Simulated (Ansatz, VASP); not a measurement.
**InP: VASP beside Ansatz**

One calculation is typed for both programs; each brings its own data sets and cutoff. How far apart do they land?

Calculated with Ansatz 0.2.0; plane waves, with VASP 6.6.1 beside it; single point at LDA.

The database entry behind the starting cell differs from later determinations by our own check (0.1 to 0.3 % short, probably kX units), so it need not match the best structure at ambient conditions.

### Step 1. Set-up

It takes space group F-43m (No. 216, cubic). The conventional cell has a = 5.861 Å, b = 5.861 Å, c = 5.861 Å, α = 90.00°, β = 90.00°, γ = 90.00°. In has 4 P at 2.54 Å nearest. Nearest to P lie 4 In at 2.54 Å. Farther neighbours are not listed.

Structure file:

```xyz
2
Lattice="0.0000 2.9305 2.9305 2.9305 0.0000 2.9305 2.9305 2.9305 0.0000" Properties=species:S:1:pos:R:3 pbc="T T T"
In    0.0000    0.0000    0.0000
P     4.3957    4.3957    4.3957
```

### Step 2. VASP: single point, LDA

A single point gives forces, pressure and levels at one fixed geometry, so differences don't come from the geometry; what else differs is listed under the comparison.

Lines of VASP's logs that name or quote its potential files are left out, and so is its time.

INCAR

```
SYSTEM = InP
PREC = Accurate
ENCUT = 400
EDIFF = 1E-07
NELM = 100
ISMEAR = 0
SIGMA = 0.01
LREAL = .FALSE.
ALGO = Normal
GGA = CA
NBANDS = 15
LORBIT = 11
LWAVE = .FALSE.
LCHARG = .FALSE.
KPAR = 2
```

POSCAR

```
InP
1.0
    0.0000000000      2.9305000000      2.9305000000
    2.9305000000      0.0000000000      2.9305000000
    2.9305000000      2.9305000000      0.0000000000
In P
1 1
Direct
    0.0000000000      0.0000000000      0.0000000000
    0.7500000000      0.7500000000      0.7500000000
```

KPOINTS

```
Automatic mesh
0
Gamma
9 9 9
0 0 0
```

The projector-augmented-wave data sets are In_d and P (PBE family, release 64).

Command:

```bash
> mpirun -np 2 vasp_std
```

Numbers of over 12 decimals in the logs are rounded to 6 here.

What it wrote:

```text
[banner, memory and clock lines left out]
running    2 mpi-ranks, on    1 nodes
 distrk:  each k-point on    1 cores,    2 groups
 distr:  one band on    1 cores,    1 groups

 POSCAR found type information on POSCAR InP
 POSCAR found :  2 types and       2 ions
|                                                                             |
|               ----> ADVICE to this user running VASP <----                  |
|                                                                             |
|     You enforced a specific xc type in the INCAR file but a different       |
|     [... a line on the potential file left out ...]
|     I HOPE YOU KNOW WHAT YOU ARE DOING!                                     |
|                                                                             |

 LDA part: xc-table for (Slater(with rela. corr.)+CA(PZ))
 , standard interpolation
 POSCAR, INCAR and KPOINTS ok, starting setup
 FFT: planning ... GRIDC
 FFT: planning ... GRID_SOFT
 FFT: planning ... GRID
 WAVECAR not read
 entering main loop
       N       E                     dE             d eps       ncg     rms          rms(c)
DAV:   1     0.107359060658E+03    0.10736E+03   -0.73162E+03  1050   0.111E+03
DAV:   2    -0.291313740739E+01   -0.11027E+03   -0.10596E+03  1155   0.287E+02
DAV:   3    -0.998740841569E+01   -0.70743E+01   -0.70392E+01  1365   0.755E+01
DAV:   4    -0.101700025874E+02   -0.18259E+00   -0.18253E+00  1333   0.134E+01
DAV:   5    -0.101785415776E+02   -0.85390E-02   -0.85389E-02  1567   0.242E+00    0.541E+00
DAV:   6    -0.976002546282E+01    0.41852E+00   -0.71054E-01  1667   0.164E+01    0.297E+00
DAV:   7    -0.972210100372E+01    0.37924E-01   -0.15157E-01  1494   0.384E+00    0.951E-01
DAV:   8    -0.971699651183E+01    0.51045E-02   -0.14454E-02  1404   0.139E+00    0.429E-01
DAV:   9    -0.971667545864E+01    0.32105E-03   -0.16712E-03  1380   0.495E-01    0.171E-01
DAV:  10    -0.971667163724E+01    0.38214E-05   -0.17062E-04  1396   0.958E-02    0.110E-01
DAV:  11    -0.971667646434E+01   -0.48271E-05   -0.20734E-05  1484   0.620E-02    0.495E-02
DAV:  12    -0.971667560179E+01    0.86256E-06   -0.33018E-06  1393   0.241E-02    0.123E-02
DAV:  13    -0.971667556199E+01    0.39798E-07   -0.15305E-07  1000   0.302E-03
   1 F= -.97166756E+01 E0= -.97166756E+01  d E =-.366703E-71
```

OUTCAR, selected parts (step 2):

```text
ion  position               nearest neighbor table
   1  0.000  0.000  0.000-   2 2.54   2 2.54   2 2.54   2 2.54
   2  0.750  0.750  0.750-   1 2.54   1 2.54   1 2.54   1 2.54

  LATTYP: Found a face centered cubic cell.
 ALAT       =     5.8610000000

 Subroutine GETGRP returns: Found 24 space group operations
 (whereof 24 operations were pure point group operations)

The static configuration has the point symmetry T_d .

 Found     35 irreducible k-points:

   k-points           NKPTS =     35   k-points in BZ     NKDIM =     35   number of bands    NBANDS=     15

   dimension x,y,z NGX =    28 NGY =   28 NGZ =   28
   dimension x,y,z NGXF=    56 NGYF=   56 NGZF=   56

   ENCUT  =  400.0 eV  29.40 Ry    5.42 a.u.   6.76  6.76  6.76*2*pi/ulx,y,z

   NELECT =      18.0000    total number of electrons

 k-points in reciprocal lattice and weights: Automatic mesh
   0.00000000  0.00000000  0.00000000       0.001
   0.11111111  0.00000000  0.00000000       0.011
   0.22222222  0.00000000  0.00000000       0.011
   0.33333333  0.00000000  0.00000000       0.011
   0.44444444  0.00000000  0.00000000       0.011
   0.11111111  0.11111111  0.00000000       0.008
   0.22222222  0.11111111  0.00000000       0.033
   0.33333333  0.11111111  0.00000000       0.033
   0.44444444  0.11111111  0.00000000       0.033
[...]
-0.33333333  0.44444444  0.11111111       0.033
  -0.33333333  0.44444444  0.22222222       0.033

 average (electrostatic) potential at core
       1 -95.5093       2 -82.7144

 E-fermi :   5.0815

 k-point     1 :       0.0000    0.0000    0.0000
  band No.  band energies     occupation
    ...
      5      -9.0353      2.00000
      6      -6.5965      2.00000
      7       4.9575      2.00000
      8       4.9575      2.00000
      9       4.9575      2.00000
     10       5.4688      0.00000
     11       8.9306      0.00000
     12       8.9306      0.00000
     13       8.9306      0.00000
     14      13.2312      0.00000
    ...

 k-point     2 :       0.1111    0.0000    0.0000
  band No.  band energies     occupation
    ...
      5      -9.0353      2.00000
      6      -6.4533      2.00000
      7       3.5650      2.00000
      8       4.8020      2.00000
      9       4.8020      2.00000
     10       6.3810      0.00000
     11       9.0211      0.00000
     12       9.1606      0.00000
     13       9.1606      0.00000
     14      13.8393      0.00000
    ...

 k-point     3 :       0.2222    0.0000    0.0000
  band No.  band energies     occupation
    ...
      5      -9.0337      2.00000
      6      -6.0458      2.00000
      7       1.8516      2.00000
      8       4.4704      2.00000
      9       4.4704      2.00000
     10       6.6169      0.00000
     11       9.5732      0.00000
     12       9.5732      0.00000
     13       9.8280      0.00000
     14      13.4655      0.00000
    ...

  Total       -0.3137584     -0.3137584     -0.3137584      0.0000000     -0.0000000      0.0000000
  in kB       -9.9873616     -9.9873616     -9.9873616      0.0000000     -0.0000000      0.0000000
  external PRESSURE =      -9.9873616 kB  Pullay stress =       0.0000000 kB

  energy-cutoff  :      400.00
  volume of cell :       50.33
      direct lattice vectors                 reciprocal lattice vectors
     0.000000000  2.930500000  2.930500000    -0.170619348  0.170619348  0.170619348
     2.930500000  0.000000000  2.930500000     0.170619348 -0.170619348  0.170619348
     2.930500000  2.930500000  0.000000000     0.170619348  0.170619348 -0.170619348

 POSITION                                       TOTAL-FORCE (eV/Angst)
 -----------------------------------------------------------------------------------
      0.00000      0.00000      0.00000         0.000000      0.000000      0.000000
      4.39575      4.39575      4.39575        -0.000000     -0.000000     -0.000000
 -----------------------------------------------------------------------------------
    total drift:                                0.000000      0.000000      0.000000

  FREE ENERGIE OF THE ION-ELECTRON SYSTEM (eV)
  ---------------------------------------------------
  free  energy   TOTEN  =        -9.7166755620 eV

  energy  without entropy=       -9.7166755620  energy(sigma->0) =       -9.71667556

 total charge
# of ion       s       p       d       tot
------------------------------------------
    1        0.840   0.785   9.904  11.529
    2        1.027   1.469   0.000   2.496
--------------------------------------------------
tot          1.867   2.255   9.904  14.025

[... 3 further parts left out ...]
```

The run ends at a pressure of -1.00 GPa.

### Step 3. Ansatz: single point, LDA

Ansatz runs on its default PAW (the set named soft_2) files.

The same cell, functional (in two slightly different forms), mesh and smearing now go to Ansatz, which takes its cutoff from its data sets.

input.yaml

```yaml
crystal:
  lattice:
    - [0.0, 2.9305, 2.9305]
    - [2.9305, 0.0, 2.9305]
    - [2.9305, 2.9305, 0.0]
  atoms:
    - { symbol: In, position: [0.0, 0.0, 0.0] }
    - { symbol: P, position: [0.75, 0.75, 0.75] }
hamiltonian:
  xc: lda
  pseudopotentials: { kind: paw }
kpoints:
  mp_grid: { grid: [9, 9, 9] }
scf:
  occupations: { method: gaussian, width: 0.01 }
  n_extra_bands: 4
output:
  forces: true
  stress: true
  eigenvalues: true
  write_density: true
  write_potential: true
  elf: true
  volumetric_format: npy
```

Command:

```bash
> ansatz run input.yaml --threads 2 --pin off --max-ram 4608MiB --backend cpu --events-out ev --progress --plain --runs-dir out
```

What it wrote:

```text
scf.n_extra_bands = 4 over 9 filled bands (N_el = 18.0): the run solves 13 bands
Engine: ansatz 0.2.0, aarch64-unknown-linux-gnu
Pseudopotentials: kind: paw
Pseudopotential: In, paw, valence charge 13, recommended cutoff 420 eV (normal), In.paw.azcp
Pseudopotential: P, paw, valence charge 5, recommended cutoff 420 eV (normal), P.paw.azcp
Functional definition: SPW92
  exchange = slater_x
  correlation = pw_c
Crystal: 2 atoms, lattice volume = 50.333 Å³
Basis set: ecut = 420 eV, 941 PW (Γ)
Bands: 13, of which v1, the nominal top of the filled ones, is band 9 counted from 1 (8 counted from 0)
Symmetry: 24 space group operations
Space group: F-43m (ITA 216), of the structure as read, at distance tolerance 3.7e-5 Å
k-points: 35 of 729 (time reversal used)
Non-local potential: In, projectors of the file, l = 0: 2, l = 1: 2, l = 2: 2, l = 3: 2
Non-local potential: P, projectors of the file, l = 0: 2, l = 1: 2, l = 2: 2
PAW form: soft (Blöchl's): semilocal exchange-correlation on the pseudo side does not see the compensation charge
PAW frozen core: In, regenerated for the run's functional, and the local potential with it (the file was generated under x = pbe(κ = 0.804, μ = 0.219515), c = pbe(β = 0.066725))
PAW frozen core: P, regenerated for the run's functional, and the local potential with it (the file was generated under x = pbe(κ = 0.804, μ = 0.219515), c = pbe(β = 0.066725))
PAW one-centre angular grid: In, 590 points (default); XC on 64 Gauss nodes
PAW one-centre angular grid: P, 110 points (default); XC on 64 Gauss nodes
Initial density: superposition of atomic densities (neutral atoms: chi_scale 0, normalization atom), corrected by the library's trained network
Initial wavefunctions: pseudopotential atomic-orbital guess
Functional: x = slater, c = lda
SCF iter   1: F=—  HF=-6183.561839 eV  |F-HF|=—  |Δ(HF+E_count)|=         —  Δρ=8.13e-3  dr2=3.61e-2  ethr=1.77e-3  ⟨swp⟩=6.5  Hψ=3112  notcnv=0
preconditioner: auto → none  [insulator: Δε(μ)=0.419 eV  Ē_g=14.578 eV  σ=0.010 eV  W_gap=1.00  n_scr=14 (ndim 8)  ℏωp=22.2 eV  f_vac=0.021  D(μ)=0.00/eV (n_scr^D=0)  ε∞_Penn≈3.3]
SCF iter   2: F=—  HF=-6183.549380 eV  |F-HF|=—  |Δ(HF+E_count)|=   1.25e-2  Δρ=2.83e-3  dr2=2.32e-3  ethr=2.00e-4  ⟨swp⟩=3.2  Hψ=1014  notcnv=0
SCF iter   3: F=—  HF=-6183.548774 eV  |F-HF|=—  |Δ(HF+E_count)|=   6.05e-4  Δρ=8.80e-4  dr2=4.00e-4  ethr=1.29e-5  ⟨swp⟩=2.9  Hψ=990  notcnv=0
SCF iter   4: F=—  HF=-6183.548678 eV  |F-HF|=—  |Δ(HF+E_count)|=   9.68e-5  Δρ=2.86e-4  dr2=2.46e-5  ethr=2.22e-6  ⟨swp⟩=2.6  Hψ=804  notcnv=0
SCF iter   5: F=—  HF=-6183.548669 eV  |F-HF|=—  |Δ(HF+E_count)|=   8.93e-6  Δρ=2.04e-5  dr2=2.32e-7  ethr=1.37e-7  ⟨swp⟩=2.3  Hψ=603  notcnv=0
SCF iter   6: F=-6183.548669 eV  HF=-6183.548669 eV  |F-HF|=1.06e-8  |Δ(HF+E_count)|=   2.81e-8  Δρ=5.56e-6  dr2=1.47e-8  ethr=5.56e-10  ⟨swp⟩=11.1  Hψ=3486  notcnv=0
SCF 1 converged in 6 iterations: F = -6183.548669 eV  dr2 = 1.47e-8
  greatest PAW one-centre occupation: 0.982 electrons in one spin orbital (limit 2), on the In atom at site 0 (counted from 0), in its partial waves of l = 2
SCF converged after 6 iterations
Free energy (F): -6183.548669 eV
Harris-Foulkes:  -6183.548669 eV  (|F-HF|=1.06e-8)
Internal energy: -6183.548669 eV  (E = F + TS)
E sigma→0 (E₀):  -6183.548669 eV
Fermi energy:    6.982910 eV
--- Per-component energies (eV) ---
  E_band       = -56.941969
  E_kinetic    = 314.352897
  E_local      = -1402.798282  (includes V_loc(G=0)·N_el)
  E_nonlocal   = 405.693174
  E_hartree    = 550.167362
  E_xc         = -274.318233
  E_vxc        = -161.525381  (∫ρ·V_xc dr)
  E_paw        = -4556.339218  (= ΣΔE_a)
  E_vpaw       = -312.996327  (= ΣTr[D̂ρ^β])
  E_aug_tail   = 0.000029  (compensation charges beyond the density's cutoff)
  E_ewald      = -1220.708286
  E_core_change = 0.401888  (= ΣΔE_core)
  E_smearing   = -0.000000  (= −TS)
  E_closure    = 0.000000  (closes the sum)
  Σ components = -6183.548669   (vs F -6183.548669, Δ=0.00e0)
--- Forces (eV/Å), atoms counted from 1 ---
  atom   1  In    -0.00000000     0.00000000    -0.00000000
  atom   2  P      0.00000000    -0.00000000     0.00000000
  max |Σ_I F_I| component: 5.55e-17 eV/Å
--- Stress (GPa, compression-positive) ---
       -1.201988       0.000000      -0.000000
       -0.000000      -1.201988       0.000000
       -0.000000       0.000000      -1.201988
  P = ⅓ Tr σ = -1.2020 GPa (-12.020 kbar)
--- Band table (eV; the first three rows and the last of 35) ---
  k-point 0: bands = [... 5 lower, -4.8161, 6.7418, 6.7418, 6.7418, 7.2238, 10.7001, 10.7001, 10.7001]
  k-point 1: bands = [... 5 lower, -4.6734, 5.3406, 6.5868, 6.5868, 8.1460, 10.7907, 10.9291, 10.9291]
  k-point 2: bands = [... 5 lower, -4.2673, 3.6301, 6.2563, 6.2563, 8.3823, 11.3405, 11.3405, 11.5978]
  k-point 34: bands = [... 5 lower, -2.3883, 1.0719, 3.5768, 4.1116, 10.6844, 10.8989, 11.9609, 13.4889]
```

Elapsed: 1.5 s, on 2 threads of Arm Neoverse V2, shared host; peak memory 0.32 GiB.

Reading the cycles: dr2 is the Hartree energy of the density residual (eV), the measure of convergence; HF is the Harris–Foulkes estimate of the energy, which meets the free energy F at convergence.

The run ends at a pressure of -1.20 GPa.

### Step 4. Side by side

Known differences besides the potentials themselves: the two LDA forms differ slightly; the cutoff is 420 eV in Ansatz and 400 eV in VASP; Ansatz makes its cores anew for this functional, VASP keeps those of its PBE data sets; VASP's log shows a relativistic correction to its local exchange, Ansatz's none. Total energies have different zeros and are not compared.

The two programs side by side:

| quantity | Ansatz | VASP | difference |
| --- | --- | --- | --- |
| pressure (GPa) | -1.20 | -1.00 | -0.20 |
| gap on the k mesh (eV) | 0.482 | 0.511 | -0.029 |

A gap on the mesh is an upper bound, since the band edges may lie between its points.

### Step 5. What came out

```json
{
  "difference in gap on the k mesh (single point, LDA)": "-0.029 eV"
}
```

**Reading.** The difference in gap on the k mesh is -0.029 eV (single point, LDA), within the 0.08 eV picked in this series as the mark of a large difference. Such differences can come from data sets, numerical settings and the points named under the comparisons, not from the functional's error against experiment.

[Lines on the potential files, build, host, timing and source positions are cut from VASP's logs without a mark.]

[Logs are printed without paths, hosts, clocks, repeated set-up lines and the standing remarks that a program may print on its own settings, such as how far it seeks lower states.]

[Hosts, paths, dates, database ids (printed as entryN), source tags and the programs' standing remarks are cut or masked in the printed files.]
